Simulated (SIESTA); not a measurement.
Runs of SIESTA 5.4.2 on ZrO2. The structure is cubic, space group Fm-3m (No. 225). Conventional cell: a = 5.090 Å, b = 5.090 Å, c = 5.090 Å, α = 90.00°, β = 90.00°, γ = 90.00°. Zr (site symmetry m-3m) has 8 O at 2.20 Å as nearest neighbours. Around O (site symmetry -43m) lie 4 Zr at 2.20 Å. Measurements of this composition are mostly on another form, of space group No. 14.

```csv
potentials or basis,gap on the mesh (eV),pressure (GPa)
"PseudoDojo 0.4 standard (PBE files), DZDP (energy shift 0.003 Ry; two zetas on semicore shells)",3.24,(c)
"PseudoDojo 0.4 standard (PBE files), SZ (energy shift 0.003 Ry)",2.14,6.7
"PseudoDojo 0.4 standard (PBE files), TZDP (energy shift 0.003 Ry; two zetas on semicore shells)",3.27,7.6
"PseudoDojo 0.4 standard (PBE files), DZP (energy shift 0.003 Ry; two zetas on semicore shells)",3.19,(b)
"PseudoDojo 0.4 standard (PBE files), TZP (energy shift 0.003 Ry; two zetas on semicore shells)",(a),7.9
```

Alike in all rows: task band structure; level PBE; no spin polarisation; cell as given; k mesh 9 × 9 × 9; smearing fermi-dirac 0.05 eV; grid cutoff 800 Ry; energy shift 0.003 Ry.

**Question.** Estimate the missing entries.

**Answer.** (a) 3.22; (b) 9.8; (c) 9.0.

Caveats: the basis of atomic orbitals isn't converged, which shifts pressures, moduli and gaps; the basis has no polarisation orbitals (some runs).

A k mesh can miss the band edges, and the runs leave out spin-orbit coupling on Zr.
